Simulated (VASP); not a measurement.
**InP: single point with LDA**

**The experiment to reproduce.**

From a printed reference work, data compilation, for a bulk crystal of InP at 1.6 K: band gap 1.4236 eV (direct).

The system is InP.

```xyz
2
Lattice="2.8881 2.8881 0.0000 -2.8881 2.8881 0.0000 0.0000 2.8881 2.8881" Properties=species:S:1:pos:R:3 pbc="T T T"
In    0.0000    0.0000    0.0000
P     1.4441    4.3322    1.4441
```

```yaml
Program: VASP 6.6.1
Task: single point
Functional: LDA
Potentials_or_basis: VASP PAW LDA potentials, release 64 (In_d, P)
Cutoff: 520 eV
k_mesh: 8 × 8 × 8
Occupations: gaussian, width 0.01 eV
Spin: no spin polarisation
```

- Pressure: 2.0 GPa
- Band gap on the k mesh: 0.75 eV, direct

Levels at points of the mesh, in eV from the valence-band top:
```tsv
k point	band 6	band 7	band 8	band 9	band 10	band 11	band 12	band 13
(0.00, 0.00, 0.00)	-11.86	0.00	0.00	0.00	0.75	3.96	3.96	3.96
(0.50, 0.00, 0.00)	-9.95	-6.07	-1.06	-1.06	1.43	4.71	4.71	6.97
(0.50, 0.50, 0.00)	-9.23	-6.06	-2.51	-2.51	1.52	2.12	9.27	9.72
```

Wall time 16 s on 1 thread of Intel(R) Xeon(R) 6975P-C (Granite Rapids), on a shared host, peak memory 0.15 GiB.

A measured gap of InP is 1.4236 eV (direct; 1.6 K; a printed reference work, data compilation); the calculated 0.75 eV misses it by -0.68 eV. Spin-orbit coupling on In is left out. The value is that of LDA, without temperature or zero-point motion. Semilocal functionals fall short of measured gaps as a rule.

Caveat: spin-orbit coupling is left out, which moves the levels of the heavy elements.
